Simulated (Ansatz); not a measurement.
Crystal: Ag.

```xyz
1
Lattice="0.0000 2.0427 2.0427 2.0427 0.0000 2.0427 2.0427 2.0427 0.0000" Properties=species:S:1:pos:R:3 pbc="T T T"
Ag    0.0000    0.0000    0.0000
```

```yaml
Program: Ansatz 0.2.0
Task: single point
Functional: PBE
Potentials_or_basis: Ansatz PAW
Cutoff: "420 eV (not typed: the program's choice for these potentials)"
k_mesh: 11 × 11 × 11
Occupations: fermi-dirac, width 0.05 eV
Spin: no spin polarisation
```

On this cell: pressure 4.4 GPa; band gap on the k mesh none (metal or under the smearing width).

The same run follows on a disturbed copy (cell strained at random at fixed volume):

```
CELL_PARAMETERS angstrom
-0.00622 2.03863 2.06720
2.01497 0.04695 2.01403
2.08560 2.05608 -0.02368
ATOMIC_POSITIONS crystal
Ag 0.00221 0.02855 0.98957
```

What changes?

The energy (extrapolated to zero smearing) moves by +6.4 meV/atom; pressure 4.8 GPa; band gap on the k mesh none (metal or under the smearing width).

Stress tensor (GPa, compression positive):
```
 5.04 -1.84  1.51
-1.84  4.79 -0.88
 1.51 -0.88  4.70
```
